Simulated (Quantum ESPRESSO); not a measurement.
MgO: single point with PBE

**Measured values to compare with.**

“Electronic structure of alkaline earth and post-transition metal oxides”, 2009, arxiv:0908.1581 quotes, for a bulk crystal of MgO: band gap 7.83 eV.

MgO:

```
Mg O
1.0
     0.00000    2.09700    2.09700
     2.09700    0.00000    2.09700
     2.09700    2.09700    0.00000
Mg O
1 1
Direct
  0.00000 0.00000 0.00000
  0.50000 0.50000 0.50000
```

The cell is a database's computed one.

```yaml
Program: Quantum ESPRESSO 7.5
Task: single point
Functional: PBE
Potentials_or_basis: SG15 PBE 1.2
Cutoff: 1197 eV
Density_cutoff: 4789 eV
k_mesh: 8 × 8 × 8
Occupations: fermi-dirac, width 0.05 eV
Spin: no spin polarisation
```

| Quantity | Value |
| --- | --- |
| Pressure | 7.1 GPa |
| Band gap on the k mesh | 4.89 eV, direct |

Levels at points of the mesh, in eV from the valence-band top:
```tsv
k point	band 5	band 6	band 7	band 8	band 9	band 10	band 11	band 12
(0.00, 0.00, 0.00)	-17.27	0.00	0.00	0.00	4.89	15.98	15.98	15.98
(0.00, 0.00, -0.50)	-15.92	-4.65	-0.66	-0.66	8.01	12.76	16.51	16.51
(0.00, -0.50, -0.50)	-15.70	-4.10	-1.35	-1.35	9.20	10.18	13.23	19.20
```

Run time: 2.7 s on 4 MPI ranks on Intel(R) Xeon(R) 6975P-C (Granite Rapids) (shared host), peak memory 0.24 GiB a rank.

Against the measured gap of MgO, 7.83 eV (quoted in “Electronic structure of alkaline earth and post-transition metal oxides”, 2009, arxiv:0908.1581), the calculated 4.89 eV is off by -2.94 eV. The value is that of PBE, without temperature or zero-point motion. Semilocal functionals fall short of measured gaps as a rule. The cell is a database's relaxed one, not the measured one, which moves gaps too.
